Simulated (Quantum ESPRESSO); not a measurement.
The system is NaI.

```
I Na
1.0
     0.00000    3.23640    3.23640
     3.23640    0.00000    3.23640
     3.23640    3.23640    0.00000
I Na
1 1
Cartesian
  3.2364 3.2364 3.2364
  0.0000 0.0000 0.0000
```

Base run:

| Property | Result |
| --- | --- |
| Program | Quantum ESPRESSO 7.5 |
| Functional | WC |
| Potentials or basis | GBRV 1.5 PBE |
| Cutoff | 612 eV |
| Density cutoff | 4898 eV |
| k mesh | 6 × 6 × 6, shifted |
| Occupations | fermi-dirac, width 0.05 eV |
| Spin | no spin polarisation |

Its results: pressure -0.4 GPa; electronic dielectric tensor (diagonal) 3.42.

Question: After a change of settings the same cell gave: pressure 0.2 GPa; electronic dielectric tensor (diagonal) 3.36. Which change was it?
A. functional from WC to AM05
B. functional from WC to LDA; potentials or basis from GBRV 1.5 PBE to GBRV 1.5 LDA
C. functional from WC to BLYP

Answer: A.

Caveats: the potentials were made for another functional, which shifts forces and pressure.
